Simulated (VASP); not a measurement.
The system is InP.

```xyz
2
Lattice="0.0000 2.9305 2.9305 2.9305 0.0000 2.9305 2.9305 2.9305 0.0000" Properties=species:S:1:pos:R:3 pbc="T T T"
In    0.0000    0.0000    0.0000
P     4.3957    4.3957    4.3957
```

Base run:

```yaml
Program: VASP 6.6.1
Functional: SCAN
Potentials_or_basis: VASP PAW PBE potentials, release 64 (In_d, P)
Cutoff: 520 eV
k_mesh: 8 × 8 × 8
Occupations: fermi-dirac, width 0.05 eV
Spin: no spin polarisation
```

Its results: band gap on the k mesh 1.06 eV, direct; pressure 0.9 GPa.

Question: The run is repeated on the same cell with these changes: functional from SCAN to r2SCAN. What comes out?

Answer: Band gap on the k mesh 1.17 eV, direct; pressure 1.6 GPa.

Caveats: the PAW data sets were made with another functional, which shifts forces and pressure a little; spin-orbit coupling is left out, which moves the levels of the heavy elements.
